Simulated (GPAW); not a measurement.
# PtSe2 (Sudovikovite) (P-3m1) in GPAW: notebook, part 2 of 2

GPAW 26.7.0.

**3. Band structure, BLYP, spin-orbit coupling, no magnetisation**

File run.py:

```python
import numpy as np
from ase import Atoms
from ase.dft.bandgap import bandgap
from ase.io import write
from ase.units import GPa
from gpaw import GPAW, PW, setup_paths
from gpaw.spinorbit import soc_eigenstates

setup_paths.insert(0, '.')

atoms = Atoms(['Pt', 'Se', 'Se'],
              cell=[[3.724, 0.0, 0.0],
                    [-1.862, 3.2250786037, 0.0],
                    [0.0, 0.0, 5.062]],
              scaled_positions=[[0.0, 0.0, 0.0],
                                [0.6666666667, 0.3333333333, 0.75],
                                [0.3333333333, 0.6666666667, 0.25]],
              pbc=True)

calc = GPAW(mode=PW(600),
            xc='BLYP',
            kpts={'size': (6, 6, 4), 'gamma': True},
            occupations={'name': 'fermi-dirac', 'width': 0.05},
            nbands=26,
            convergence={'density': 1e-05, 'energy': 1e-05},
            eigensolver='davidson',
            maxiter=150,
            txt='gpaw.txt')
atoms.calc = calc
energy = atoms.get_potential_energy()
forces = atoms.get_forces()
stress = atoms.get_stress()
calc.write('gs.gpw')
write('result.traj', atoms)
print(f'Energy: {energy:.6f} eV')
print('Forces (eV/A):')
print(forces.round(4))
print('Stress (GPa):', (stress / GPa).round(3))
print('Fermi level:', round(calc.get_fermi_level(), 4), 'eV')
print(f'Gap: {bandgap(calc)[0]:.4f} eV, direct: {bandgap(calc, direct=True)[0]:.4f} eV')

path = atoms.cell.bandpath('GMKGALHA,LM,KH', npoints=60, eps=1e-4)
bs_calc = calc.fixed_density(kpts=path, symmetry='off', nbands=41,
                             convergence={'bands': 'CBM+6.0', 'eigenstates': 1e-6}, txt='bands.txt')
bs = bs_calc.band_structure()
bs.write('bs.json')
print(f'Gap on the path: {bandgap(bs_calc)[0]:.4f} eV')

soc = soc_eigenstates(bs_calc, theta=54.7, phi=45)
np.savetxt('soc_bands.dat', soc.eigenvalues(), fmt='%.4f')
mesh = soc_eigenstates('gs.gpw', theta=54.7, phi=45)
np.savetxt('soc_mesh.dat', mesh.eigenvalues(), fmt='%.4f')
print('Fermi level with spin-orbit coupling:', round(mesh.fermi_level, 4), 'eV')
```

Potentials or basis: PAW data sets generated in the run's folder for this functional, pw.

The run is started by

```sh
$ gpaw-setup -f BLYP Pt Se
$ OMP_NUM_THREADS=1 python run.py
```

gpaw.txt:

```text
__  _  _
 | _ |_)|_||  |
 |__||  | ||/\| - 26.7.0

Input parameters:
  mode=PW(ecut=600.0),
  convergence={'density': 1e-05, 'energy': 1e-05},
  eigensolver=Davidson(niter=2),
  kpts=MonkhorstPack(size=(6, 6, 4), gamma=True),
  maxiter=150,
  nbands=26,
  occupations=Occupations(name='fermi-dirac', width=0.05),
  xc=XC(name='BLYP')

Diagonalizing LCAO Hamiltonian
Converting LCAO to pw mode

            Se

        Se

       Pt

Atoms  # Å, Bohr magnetons
|   | symbol |         x |        y |        z |    initial magnetic moments |
|---|--------|-----------|----------|----------|-----------------------------|
| 0 |     Pt |  0.000000 | 0.000000 | 0.000000 | ( 0.0000,  0.0000,  0.0000) |
| 1 |     Se |  1.862000 | 1.075026 | 3.796500 | ( 0.0000,  0.0000,  0.0000) |
| 2 |     Se | -0.000000 | 2.150052 | 1.265500 | ( 0.0000,  0.0000,  0.0000) |

Unit cell  # Å
| periodic |         x |        y |        z |  lengths |     angles |
|----------|-----------|----------|----------|----------|------------|
|      yes |  3.724000 | 0.000000 | 0.000000 | 3.724000 |  90.000000 |
|      yes | -1.862000 | 3.225079 | 0.000000 | 3.724000 |  90.000000 |
|      yes |  0.000000 | 0.000000 | 5.062000 | 5.062000 | 120.000000 |

Number of symmetries: 12
Symmetry operations  # r_c * U_cc + t_c -> r_c
|    | kind |            matrix            |
|----|------|------------------------------|
|  0 |  σ   |  1, 1, 0,  0,-1, 0,  0, 0, 1 |
|  1 |  S6  |  1, 1, 0, -1, 0, 0,  0, 0,-1 |
|  2 |  E   |  1, 0, 0,  0, 1, 0,  0, 0, 1 |
|  3 |  C2  |  1, 0, 0, -1,-1, 0,  0, 0,-1 |
|  4 |  C2  |  0, 1, 0,  1, 0, 0,  0, 0,-1 |
|  5 |  C3  |  0, 1, 0, -1,-1, 0,  0, 0, 1 |
|  6 |  S6  |  0,-1, 0,  1, 1, 0,  0, 0,-1 |
|  7 |  σ   |  0,-1, 0, -1, 0, 0,  0, 0, 1 |
|  8 |  σ   | -1, 0, 0,  1, 1, 0,  0, 0, 1 |
|  9 |  i   | -1, 0, 0,  0,-1, 0,  0, 0,-1 |
| 10 |  C3  | -1,-1, 0,  1, 0, 0,  0, 0, 1 |
| 11 |  C2  | -1,-1, 0,  0, 1, 0,  0, 0,-1 |

BZ-sampling:
  Number of BZ points: 144
  Number of IBZ points: 24

  Monkhorst-Pack size: [6, 6, 4]
  Monkhorst-Pack shift: [0.08333333333333333, 0.08333333333333333, 0.125]

K-points  # in reciprocal-cell coordinates
|     |                                coordinates |     weight |
|-----|--------------------------------------------|------------|
|   0 | (  0.00000000,   0.00000000,   0.00000000) | 0.00694444 |
|   1 | (  0.00000000,   0.00000000,   0.25000000) | 0.01388889 |
|   2 | (  0.00000000,   0.00000000,   0.50000000) | 0.00694444 |
|   3 | (  0.16666667,   0.00000000,  -0.25000000) | 0.04166667 |
|   4 | (  0.16666667,   0.00000000,   0.00000000) | 0.04166667 |
|   5 | (  0.16666667,   0.00000000,   0.25000000) | 0.04166667 |
|   6 | (  0.16666667,   0.00000000,   0.50000000) | 0.04166667 |
|   7 | (  0.33333333,  -0.16666667,   0.00000000) | 0.04166667 |
|   8 | (  0.33333333,  -0.16666667,   0.25000000) | 0.08333333 |
|   9 | (  0.33333333,  -0.16666667,   0.50000000) | 0.04166667 |
[... 72 lines left out ...]
    |    d |        |       0.000 |    0.847 |

    Using partial waves for Se as LCAO basis

Reference energy: -632632.743549  # eV

eigensolver:
  Davidson
  Converge bands: occupied
  niter=2

density mixing:
  MSR1-Mixer
  Pratt-step length: 0.05
  Maximum mixing coefficient: 0.75
  Old densities: 10
  SVD Regularization: 0.005
  Good broyden scale: 1.0
  Trust region scale: 1.0
  Backstep threshold: 4.0
  History deletion threshold: 6.0
  Fourier metric: weight=20.0, sigma=0.015

occupation numbers:
  Fermi-Dirac:
    width: 0.0500  # eV

poisson solver:
  ecut: 4800.0  # eV

xc functional:
  name: BLYP with 2 nearest neighbor stencil

convergence criteria:
- Maximum integral of absolute [dens]ity change: 1e-05 electrons / valence electron
- Maximum [total energy] change in last 3 cyles: 1e-05 eV / valence electron
- Maximum integral of absolute [eigenst]ate change: 4e-08 eV^2 / valence electron
maximum number of iterations: 150

SCF iterations
|iter     | |      energy | eigst |  dens |
|---------|-|-------------|-------|-------|
|iter:   1| |  -12.916771 | +0.14 |       |
|iter:   2| |  -12.658184 | -1.85 | -1.15 |
|iter:   3| |  -12.158737 | -1.86 | -1.20 |
|iter:   4| |  -12.140000 | -3.30 | -1.72 |
|iter:   5| |  -12.128774 | -3.30 | -1.89 |
|iter:   6| |  -12.128649 | -4.57 | -2.69 |
|iter:   7| |  -12.128682c| -5.13 | -3.12 |
|iter:   8| |  -12.128685c| -6.32 | -4.03 |
|iter:   9| |  -12.128686c| -7.19 | -4.50 |
|iter:  10| |  -12.128687c| -8.00c| -4.90 |
|iter:  11| |  -12.128686c| -8.88c| -5.98c|

Converged in 11 steps
Energy contributions relative to reference atoms: (reference = -632632.743549)

Energy contributions:
  Kinetic:          29.972229
  Coulomb:         -28.799070
  Zero:             -0.510047
  External:          0.000000
  Xc:              -12.788272
  Entropy:          -0.007052
  Spinorbit:         0.000000
  ----------------------------
  Free energy:     -12.132212
  Extrapolated:    -12.128686

dipole moment: (-6.415217, -11.111481, -17.440294)  # |e|*Ang

Fermi level: 8.780
Eigenvalues  # (at kpt = [0.000, 0.000, 0.000])
| band index |      eig [eV] | occ [0-2] |
|------------|---------------|-----------|
|          0 |       -45.088 |     2.000 |
|        ... |               |           |
|          5 |         1.689 |     2.000 |
|          6 |         2.354 |     2.000 |
|          7 |         2.354 |     2.000 |
|          8 |         4.777 |     2.000 |
|          9 |         4.779 |     2.000 |
|         10 |         6.214 |     2.000 |
[... 8 lines left out ...]
|         19 |        16.270 |     0.000 |
|         20 |        20.915 |     0.000 |
|        ... |               |           |
|         25 |        22.134 |     0.000 |

No gap
No difference between direct/indirect transitions

Forces  # eV/Ang
|        x |        y |        z |
|----------|----------|----------|
| -0.00000 |  0.00000 |  0.00000 |  # Pt   0
| -0.00000 |  0.00000 | -0.99104 |  # Se   1
|  0.00000 | -0.00000 |  0.99104 |  # Se   2

Stress tensor  # eV/Ang^3
|         x |         y |         z |
|-----------|-----------|-----------|
| -0.094411 |  0.000000 |  0.000000 |
|  0.000000 | -0.094411 |  0.000000 |
|  0.000000 |  0.000000 | -0.078222 |

# Writing to gs.gpw (mode='')
```

bands.txt:

```text
Diagonalizing LCAO Hamiltonian
Converting LCAO to pw mode
convergence criteria:
- Maximum integral of absolute [eigenst]ate change: 1e-06 eV^2 / valence electron
maximum number of iterations: 150

SCF iterations
|iter     | |      energy | eigst |  dens |
|---------|-|-------------|-------|-------|
|iter:   1| |             | -0.02 |       |
[... 67 lines left out ...]
         [0.5       , 0.        , 0.08333333],
         [0.5       , 0.        , 0.        ],
         [0.33333333, 0.33333333, 0.        ],
         [0.33333333, 0.33333333, 0.1       ],
         [0.33333333, 0.33333333, 0.2       ],
         [0.33333333, 0.33333333, 0.3       ],
         [0.33333333, 0.33333333, 0.4       ],
         [0.33333333, 0.33333333, 0.5       ]])),
  maxiter=150,
  nbands=41,
  occupations=Occupations(name='fermi-dirac', width=0.05),
  symmetry=Symmetry(point_group=False, time_reversal=False),
  xc=XC(name='BLYP')
```

Wall time 76 s (1 thread of Arm Neoverse V1, shared host); peak memory 0.34 GiB.

What came out:

```
Free energy             : -12.1322 eV
Pressure                : 14.3 GPa
Largest force           : 0.991 eV/Å
Band gap along the path : none (metal or under the smearing width)
```

Forces in eV/Å, atoms in the order of the input:
```
Pt   0.000  0.000  0.000
Se   0.000  0.000 -0.991
Se   0.000  0.000  0.991
```

Levels at the corners of the path, in eV from the Fermi level:
| point | band 26 | band 27 | band 28 | band 29 | band 30 | band 31 |
| --- | --- | --- | --- | --- | --- | --- |
| Γ | -0.85 | 0.35 | 0.35 | 1.34 | 1.34 | 1.45 |
| M | -3.27 | -2.75 | -2.75 | 0.67 | 0.67 | 2.26 |
| K | -1.93 | -1.73 | -1.73 | -0.04 | -0.04 | 0.11 |
| Γ | -0.85 | 0.35 | 0.35 | 1.34 | 1.34 | 1.45 |
| A | -1.69 | -1.32 | -1.32 | 2.19 | 2.19 | 2.26 |
| L | -2.89 | -1.34 | -1.34 | 0.94 | 0.94 | 1.47 |
| H | -2.55 | -2.33 | -2.33 | 1.88 | 1.88 | 1.98 |
| A | -1.69 | -1.32 | -1.32 | 2.19 | 2.19 | 2.26 |
| L | -2.89 | -1.34 | -1.34 | 0.94 | 0.94 | 1.47 |
| M | -3.27 | -2.75 | -2.75 | 0.67 | 0.67 | 2.26 |
| K | -1.93 | -1.73 | -1.73 | -0.04 | -0.04 | 0.11 |
| H | -2.55 | -2.33 | -2.33 | 1.88 | 1.88 | 1.98 |

Caveat: spin-orbit coupling was added after a scalar SCF, so levels and gaps hold it while energy, forces, pressure and moments don't; this program's spin-orbit splittings come out too wide for heavy elements.
